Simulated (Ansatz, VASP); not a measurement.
Two plane-wave programs on HfO2

```
Hf O
1.0
     0.00000    2.53641    2.53641
     2.53641    0.00000    2.53641
     2.53641    2.53641    0.00000
Hf O
1 2
Direct
  0.00000 0.00000 0.00000
  0.25000 0.25000 0.25000
  0.75000 0.75000 0.75000
```

Alike in both runs: functional PBE; dispersion D3(BJ); k mesh 8 × 8 × 8; occupations gaussian, width 0.02 eV; no spin polarisation.

Ansatz relaxed the structure, and its values are those at the end. VASP's run is a single point on that final structure, the one shown.

|  | VASP | Ansatz |
| --- | --- | --- |
| version | VASP 6.6.1 | Ansatz 0.2.0 |
| potentials or method | VASP PAW PBE potentials, release 64 (Hf_pv, O) | scalar-relativistic, plane waves, PAW |
| plane-wave cutoff (eV) | 520 | 420 |
| valence electrons in the cell | 22 | 38 |

VASP gave:

| Property | Result |
| --- | --- |
| gap on the k mesh at the Fermi level (eV) | 3.80 |
| least direct gap on the mesh (eV) | 3.80 |
| pressure (GPa) | -3.7 |

Question: What did Ansatz give for the same quantities?

Answer: gap on the k mesh at the Fermi level (eV): 3.78; least direct gap on the mesh (eV): 3.78; pressure (GPa): 0.0.

One of these differences is far larger than is usual between the two programs; its cause wasn't traced. The two sets of potentials don't hold the same shells in valence.

Caveats: spin-orbit coupling is left out, which moves the levels of the heavy elements. A k mesh can miss the band edges.
